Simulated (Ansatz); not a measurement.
# TaN: the cost of one run

Computed with Ansatz 0.2.0 (DFT LDA, scalar-relativistic, unless a step's input says otherwise).

## 1. The starting structure

Symmetry: P6_3mc, No. 186, hexagonal system. The conventional cell has a = 3.050 Å, b = 3.050 Å, c = 4.940 Å, α = 90.00°, β = 90.00°, γ = 120.00°. Around Ta (site symmetry 3m) lie 4 N at 1.85 to 1.90 Å. N (site symmetry 3m) is surrounded by 4 Ta at 1.85 to 1.90 Å.

Coordinates:

```
Ta N
1.0
     3.05000    0.00000    0.00000
    -1.52500    2.64138    0.00000
     0.00000    0.00000    4.94000
Ta N
2 2
Direct
  0.33333 0.66667 0.00000
  0.66667 0.33333 0.50000
  0.33333 0.66667 0.38500
  0.66667 0.33333 0.88500
```

Atoms are numbered in the order of the input: Ta1, Ta2, N3, N4.

## 2. Volume × 0.96, LAPW

File input.yaml:

```yaml
crystal:
  lattice:
    - [3.0087798064, 0.0, 0.0]
    - [-1.5043899033, 2.6056797468, 0.0]
    - [0.0, 0.0, 4.8732350589]
  atoms:
    - { symbol: Ta, position: [0.3333333333, 0.6666666667, 0.0] }
    - { symbol: Ta, position: [0.6666666667, 0.3333333333, 0.5] }
    - { symbol: "N", position: [0.3333333333, 0.6666666667, 0.385] }
    - { symbol: "N", position: [0.6666666667, 0.3333333333, 0.885] }
kpoints:
  mp_grid: { grid: [9, 9, 5] }
  band_path:
    path:
      - [0.0, 0.0, 0.0]
      - [0.5, 0.0, 0.0]
      - [0.3333333333, 0.3333333333, 0.0]
      - [0.0, 0.0, 0.0]
      - [0.0, 0.0, 0.5]
      - [0.5, 0.0, 0.5]
      - [0.3333333333, 0.3333333333, 0.5]
      - [0.0, 0.0, 0.5]
      - [0.5, 0.0, 0.5]
    npoints: 5
scf:
  occupations: { method: fermi_dirac, width: 0.03 }
hamiltonian:
  xc: lda
  pseudopotentials: { kind: all_electron, lapw: { basis_error: 0.001 } }
output:
  forces: true
  stress: true
  eigenvalues: true
```

On the command line:

```sh
> ansatz run input.yaml --threads 1 --pin off --max-ram 4096MiB --backend cpu --events-out ev --progress --plain --runs-dir out
```

Q: Estimate wall time and peak memory on 1 thread of Arm Neoverse V2, shared host.

About 2.1 min, with a peak of 0.5 GiB.
